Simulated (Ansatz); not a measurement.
**TiSi2: relaxation of cell and atoms with PBE**

The system is TiSi2.

```
CELL_PARAMETERS angstrom
0.00000 4.11752 4.26290
2.38951 0.00000 4.26290
2.38951 4.11752 0.00000
ATOMIC_POSITIONS crystal
Ti 0.75000 0.75000 0.75000
Ti 0.50000 0.50000 0.50000
Si 0.41257 0.08743 0.41257
Si 0.08743 0.41257 0.08743
Si 0.16257 0.83743 0.16257
Si 0.83743 0.16257 0.83743
```

The cell is a database's computed one.

```
Program             : Ansatz 0.2.0
Task                : relaxation of cell and atoms
Functional          : PBE
Potentials or basis : Ansatz NC
Cutoff              : 1155 eV (not typed: the program's choice for these potentials)
k mesh              : 7 × 7 × 7
Occupations         : fermi-dirac, width 0.05 eV
Spin                : no spin polarisation
```

```
Relaxed volume                         : 14.16 Å³/atom
Relaxed cell                           : a = 5.950 Å, b = 4.917 Å, c = 4.772 Å, α = 75.75°, β = 53.22°, γ = 51.02°
Space group after relaxing (to 0.05 Å) : Fddd (No. 70)
Energy gained by relaxing              : 1.4 meV/atom
Ionic steps                            : 5
Pressure after relaxing                : 0.0 GPa
Band gap on the k mesh                 : none (metal or under the smearing width)
```

The path:
```
step  energy change (eV)  largest force (eV/Å)  volume (Å³)
   1              0.0000                0.0174        83.88
   2             -0.0083                0.0070        84.98
   3             -0.0085                0.0011        85.02
   4             -0.0086                0.0004        84.99
   5             -0.0086                0.0004        84.99
```

Final structure:
```yaml
crystal:
  lattice:
    - [0.00000, 4.12304, 4.28938]
    - [2.40278, 0.00000, 4.28938]
    - [2.40278, 4.12304, 0.00000]
  atoms:
    - { symbol: Ti, position: [0.75000, 0.75000, 0.75000] }
    - { symbol: Ti, position: [0.50000, 0.50000, 0.50000] }
    - { symbol: Si, position: [0.41273, 0.08727, 0.41273] }
    - { symbol: Si, position: [0.08727, 0.41273, 0.08727] }
    - { symbol: Si, position: [0.16273, 0.83727, 0.16273] }
    - { symbol: Si, position: [0.83727, 0.16273, 0.83727] }
```

Levels at points of the mesh, in eV from the Fermi level:
```tsv
k point	band 16	band 17	band 18	band 19	band 20	band 21	band 22	band 23	band 24	band 25
(0.00, 0.00, 0.00)	-2.52	-2.26	-2.06	-1.78	-1.33	-0.90	2.04	3.07	3.26	3.38
```

It took 100 s on 2 threads of Arm Neoverse V2, on a shared host, peak memory 0.84 GiB.

Caveat: the plane-wave basis is chosen anew once the cell has moved, so the energies of steps on either side of that aren't comparable.
